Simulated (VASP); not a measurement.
# A few sheets of MoS2 in VASP, part 3 of 3

Aim: model a few sheets of MoS2 by a slab and find how far its highest filled level lies below the vacuum.

VASP 6.6.1; PBE with D3(BJ), no spin polarisation; plane waves and PAW (S, Mo).

So far. Step 2 (Surface relaxation): The run ended after 3 ionic steps, 0.000 eV below its first step, once the forces on the free atoms met EDIFFG = -0.03. Step 3 (Vacuum level and density of states): The vacuum level lies 5.47 eV above the highest filled level at the upper face; both faces agree, as the slab has next to no dipole.

## (4) Tunnelling image, filled states within 1 eV

A partial density over this window, at constant height above the top atom, is the Tersoff-Hamann picture of a tunnelling image.

File INCAR:

```
SYSTEM = MoS2
PREC = Normal
ENCUT = 300
EDIFF = 1E-05
NELM = 120
ISMEAR = 0
SIGMA = 0.05
LREAL = .FALSE.
ALGO = Fast
GGA = PE
IVDW = 12
NBANDS = 34
LASPH = .TRUE.
LWAVE = .FALSE.
LCHARG = .FALSE.
ISTART = 1
LPARD = .TRUE.
NBMOD = -2
EINT = -0.87 0.15
LSEPB = .FALSE.
LSEPK = .FALSE.
```

File POSCAR:

```
MoS2
1.0
    3.1690000000      0.0000000000      0.0000000000
   -1.5845000000      2.7444345050      0.0000000000
    0.0000000000      0.0000000000     24.2922960000
S Mo
4 2
Direct
    0.3333333330      0.6666666670      0.6911650515
    0.3333333330      0.6666666670      0.5624627269
    0.6666666670      0.3333333330      0.4375372731
    0.6666666670      0.3333333330      0.3088349485
    0.6666666670      0.3333333330      0.6267709746
    0.3333333330      0.6666666670      0.3732290254
```

File KPOINTS:

```
Automatic mesh
0
Gamma
9 9 1
0 0 0
```

Potentials, in the order of the species: S and Mo (PBE family, release 64).

The run starts from files that an earlier step left in the folder.

On the command line:

```console
$ mpirun -np 2 vasp_std
```

The log of the run:

```text
[banner, memory and clock lines left out]
running    2 mpi-ranks, on    1 nodes
 distrk:  each k-point on    2 cores,    1 groups
 distr:  one band on    1 cores,    2 groups

 POSCAR found type information on POSCAR S Mo
 POSCAR found :  2 types and       6 ions
 LDA part: xc-table for (Slater+PW92), standard interpolation
 found WAVECAR, reading the header
 POSCAR, INCAR and KPOINTS ok, starting setup
 FFT: planning ... GRIDC
 FFT: planning ... GRID_SOFT
 FFT: planning ... GRID
 reading WAVECAR
 the WAVECAR file was read successfully
Calculating partial charge density.
NDMOD =  -2
Energy range energy from INCAR:   -0.870   0.150
No KPOINTS given: use all of them.

*****************************************************
* Parameters from pardens
*****************************************************

NBMOD is set to  -2
Selected energy range (EINT)   -0.8700   0.1500
Selected all k-points to calculate charge density.
k-point no.    1; bands inside the range    2
  17  18
k-point no.    2; bands inside the range    2
  17  18
k-point no.    3; bands inside the range    1
  18
k-point no.    4; bands inside the range    0

k-point no.    5; bands inside the range    0

k-point no.    6; bands inside the range    2
  17  18
k-point no.    7; bands inside the range    0

k-point no.    8; bands inside the range    0

k-point no.    9; bands inside the range    2
  17  18
k-point no.   10; bands inside the range    0

k-point no.   11; bands inside the range    2
  17  18
k-point no.   12; bands inside the range    2
  17  18
Finished calculating partial charge density.
VASP will stop now.
```

Wall time 1.6 s (2 MPI ranks of Intel Xeon Platinum 8259CL at 2.50GHz (Skylake/Cascade Lake), shared host).

OUTCAR, selected parts (step 4):

```text
The static configuration has the point symmetry D_3d.

 Found     12 irreducible k-points:

   NELECT =      36.0000    total number of electrons

[... 8 parts as in an earlier step ...]
```

Local density of states in the window along a and b. Constant height, 2.5 Å above the top atom.

Values in units of 1e-4 e/Å³, 12 rows by 16 columns, each cell a mean:
```
0.9 0.9 1.0 1.1 1.1 1.2 1.2 1.3 1.3 1.2 1.2 1.1 1.0 1.0 0.9 0.9
0.9 1.0 1.1 1.2 1.3 1.4 1.4 1.4 1.4 1.3 1.2 1.1 1.0 1.0 0.9 0.9
1.0 1.1 1.2 1.4 1.5 1.5 1.6 1.5 1.5 1.4 1.2 1.1 1.0 0.9 0.9 0.9
1.1 1.2 1.4 1.5 1.6 1.6 1.6 1.6 1.4 1.3 1.2 1.0 0.9 0.9 0.9 1.0
1.1 1.3 1.4 1.5 1.6 1.6 1.6 1.5 1.3 1.2 1.0 0.9 0.9 0.8 0.9 1.0
1.2 1.3 1.4 1.5 1.5 1.5 1.4 1.3 1.2 1.0 0.9 0.8 0.8 0.8 0.9 1.0
1.2 1.3 1.3 1.4 1.4 1.3 1.2 1.1 1.0 0.9 0.8 0.7 0.7 0.8 0.9 1.0
1.1 1.2 1.2 1.2 1.2 1.1 1.0 0.9 0.8 0.7 0.7 0.7 0.7 0.8 0.9 1.0
1.1 1.1 1.1 1.1 1.0 1.0 0.9 0.8 0.8 0.7 0.7 0.7 0.8 0.8 0.9 1.0
1.0 1.0 1.0 1.0 0.9 0.9 0.8 0.8 0.8 0.8 0.8 0.8 0.8 0.9 0.9 0.9
0.9 0.9 0.9 0.9 0.9 0.9 0.9 0.9 0.9 0.9 0.9 0.9 0.9 0.9 0.9 0.9
0.9 0.9 0.9 0.9 1.0 1.0 1.1 1.1 1.1 1.1 1.1 1.0 1.0 0.9 0.9 0.9
```
Columns: along a (fractional) from 0 to 0.964; rows upwards: along b (fractional) from 0 to 0.964.

Partial charge density in the ca plane at fractional y = 0.333, with atoms of S and Mo within 0.2 Å of it. It is the smooth field of the valence electrons, not physical close to the nuclei.

Ten even steps from '0' (0.00 Å⁻³) to '9' (0.17 Å⁻³), each cell a mean:
```
00000000000000000001110111011111000000112641
00000000000000000111010000011132000000245865
00000000000000000121000000010032100001389999
00000000000000000011110000011121000000234864
00000000000000000001110111011110000000112541
00000000000000000000000143100000000000001210
00000000000000000000000253100000000000000110
00000000000000000000000132100000000000001221
```
Columns run along c (16.0 Å, from fractional 0.01 to 0.67 of the cell), rows up along a (3.2 Å). Atoms in or near the plane, at fractional coordinates: S at (0.44, 0.67), S at (0.31, 0.67), Mo at (0.63, 0.67).

Shared out to the nearest atoms, the partial charge density (by size) has 64 % on Mo; its largest share on one atom is 32 % (Mo6), and it takes 4 of the 6 atoms to pass 80 %.

Between its 5th and 95th percentile the partial density varies by a factor of 2.1, which sets the contrast of the image.

## (5) Tunnelling image, empty states within 1 eV

A partial density over this window, at constant height above the top atom, is the Tersoff-Hamann picture of a tunnelling image.

INCAR: that of step 4 with these lines changed.

```diff
@@ -18,3 +18,3 @@
 NBMOD = -2
-EINT = -0.87 0.15
+EINT = 1.381 2.401
 LSEPB = .FALSE.
```

POSCAR is that of step 4.

KPOINTS is that of step 4.

The run starts from files that an earlier step left in the folder.

On the command line:

```console
$ mpirun -np 2 vasp_std
```

The log of the run:

```text
[banner, memory and clock lines left out]
 POSCAR found type information on POSCAR S Mo
 POSCAR found :  2 types and       6 ions
 LDA part: xc-table for (Slater+PW92), standard interpolation
 found WAVECAR, reading the header
 POSCAR, INCAR and KPOINTS ok, starting setup
 FFT: planning ... GRIDC
 FFT: planning ... GRID_SOFT
 FFT: planning ... GRID
 reading WAVECAR
 the WAVECAR file was read successfully
Calculating partial charge density.
NDMOD =  -2
Energy range energy from INCAR:    1.381   2.401
No KPOINTS given: use all of them.

NBMOD is set to  -2
Selected energy range (EINT)    1.3810   2.4010
Selected all k-points to calculate charge density.
k-point no.    1; bands inside the range    0

k-point no.    2; bands inside the range    3
  19  20  21
k-point no.    3; bands inside the range    4
  19  20  21  22
k-point no.    4; bands inside the range    4
  19  20  21  22
k-point no.    5; bands inside the range    3
  19  20  21
k-point no.    6; bands inside the range    5
  19  20  21  22  23
k-point no.    7; bands inside the range    4
  19  20  21  22
k-point no.    8; bands inside the range    4
  19  20  21  22
k-point no.    9; bands inside the range    2
  19  20
k-point no.   10; bands inside the range    4
  19  20  21  22
k-point no.   11; bands inside the range    2
  19  20
k-point no.   12; bands inside the range    2
  19  20
Finished calculating partial charge density.
VASP will stop now.

[... 2 parts as in an earlier step ...]
```

The job ended after 1.8 s (2 MPI ranks; 1.9 s of CPU time).

OUTCAR, selected parts (step 5):

```text
   NELECT =      36.0000    total number of electrons

[... 8 parts as in an earlier step ...]

[... 2 further parts left out ...]
```

Local density of states in the window along a and b. Constant height, 2.5 Å above the top atom.

Ten even steps from '_' (7.61 × 1e-4 e/Å³) to '@' (8.60 × 1e-4 e/Å³), each cell a mean:
```
::::--==++****########%%%%%%%%%%%%%%####******++==--::::
::--==++**##%%%%%%%%%%@@@@@@@@@@%%%%%%%%####**++==--::::
--==++**##%%%%@@@@@@@@@@@@@@@@@@@@@@@@%%%%##**++==------
==++**##%%@@@@@@@@@@@@@@@@@@@@@@@@@@@@%%####++++==----==
++**##%%@@@@@@@@@@@@@@@@@@@@@@@@@@@@%%%%##**++==========
**##%%%%@@@@@@@@@@@@@@@@@@@@@@@@@@@@%%##**++==========++
**##%%@@@@@@@@@@@@@@@@@@@@@@@@@@@@%%##**++============++
**##%%@@@@@@@@@@@@@@@@@@@@@@@@@@%%##**++======----==++++
##%%@@@@@@@@@@@@@@@@@@@@@@@@@@%%####**====--------==++**
%%%%@@@@@@@@@@@@@@@@@@@@@@@@%%%%##**++----::::::--==++**
%%%%@@@@@@@@@@@@@@@@@@@@@@@@%%##**++--::::::::::--++**##
%%%%%%@@@@@@@@@@@@@@%%@@%%####**==--::........::==++**##
####%%@@@@@@@@@@@@%%%%%%##**++==--::..______..::--++**##
**##%%%%@@@@@@@@%%####**++++==--....________..::--==++**
**##%%%%%%@@%%####****++====--..__________....::--==++++
**######%%####****++====--::....__________..::::--====++
++************++++==------::..............::::--======++
++++++++++++========------::::::::::::::::------======++
========================------========--------==========
--::--------==============++++++++++++==============----
::::::::--======++++++++****####****++++++++++====----::
..::::--====++++******######%%######******++++====--::::
```
Columns: along a (fractional) from 0 to 0.964; rows upwards: along b (fractional) from 0 to 0.964.

Partial charge density in the ca plane at fractional y = 0.333, with atoms of S and Mo within 0.2 Å of it. It is the smooth field of the valence electrons, not physical close to the nuclei.

Ten steps, logarithmic in the rise over the least value, from '0' (-0.02 Å⁻³) to '9' (0.82 Å⁻³), each cell a mean:
```
22222222222222223345553455445554333333457885
22222222222222223355554333345554333223578998
22222222222222223343044233342244332223589999
22222222222222223355554344345554333333578997
22222222222222223345553565445554333334446885
22222222222222223334434677544433333444435654
22222222222222222333334687543333333455433443
22222222222222223334444677544433333444445664
```
Columns run along c (16.0 Å, from fractional 0.01 to 0.67 of the cell), rows up along a (3.2 Å). Atoms in or near the plane, at fractional coordinates: S at (0.44, 0.67), S at (0.31, 0.67), Mo at (0.63, 0.67).

Shared out to the nearest atoms, the partial charge density (by size) has 66 % on Mo; its largest share on one atom is 33 % (Mo6), and it takes 4 of the 6 atoms to pass 80 %.

Between its 5th and 95th percentile the partial density varies by a factor of 1.1, which sets the contrast of the image.

## (6) Putting the energies together

This step: slab, PBE + D3(BJ); plane waves and PAW (VASP 6.6.1).

Derived from the runs above.

Numbers from this step:

| Quantity | Value |
| --- | --- |
| ionisation potential at the upper face | 5.473 eV |

## (7) Outcome

* ionisation potential of the slab: 5.47 eV

**Reading.** The ionisation potential is 5.47 eV at both faces. The atoms hardly moved within the symmetry of the start. Semilocal band edges put the ionisation potential too low and the gap too small. The cell in the plane was kept as given and was not relaxed here. The slab has a gap, so the level below the vacuum is counted from the highest filled level.

[Lines on the potential files, build, host, timing and source positions are cut from VASP's logs without a mark.]

[Logs are printed without paths, hosts, clocks, repeated set-up lines and the standing remarks that a program may print on its own settings, such as how far it seeks lower states.]

[Hosts, paths, dates, database ids (printed as entryN), source tags and the programs' standing remarks are cut or masked in the printed files.]

[In band tables of VASP the shares of atoms and orbitals are scaled to a sum of 1 inside the atoms' spheres.]

[Runs that stopped without an error message from VASP are left out.]
